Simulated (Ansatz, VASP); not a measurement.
# Two plane-wave programs on SnSe

```xyz
2
Lattice="0.0000 3.0852 3.0852 3.0852 0.0000 3.0852 3.0852 3.0852 0.0000" Properties=species:S:1:pos:R:3 pbc="T T T"
Sn    0.0000    0.0000    0.0000
Se    3.0852    3.0852    3.0852
```

Alike in both runs: task single point; functional PBE; dispersion D3(BJ); k mesh 10 × 10 × 10; occupations gaussian, width 0.02 eV; no spin polarisation.

```csv
,VASP,Ansatz
version,VASP 6.6.1,Ansatz 0.2.0
potentials or method,"VASP PAW PBE potentials, release 64 (Sn_d, Se)","scalar-relativistic, plane waves, PAW"
plane-wave cutoff (eV),520,420
valence electrons in the cell,20,30
```

```tsv
	VASP	Ansatz	Ansatz less VASP
gap on the k mesh at the Fermi level (eV)	0.28	0.28	-0.001
least direct gap on the mesh (eV)	0.28	0.28	-0.001
pressure (GPa)	-3.6	-3.6	+0.02
```

The two sets of potentials don't hold the same shells in valence. Ansatz warned: «dispersion_switch_in_reach».

Caveats: spin-orbit coupling is left out, which moves the levels of the heavy elements.
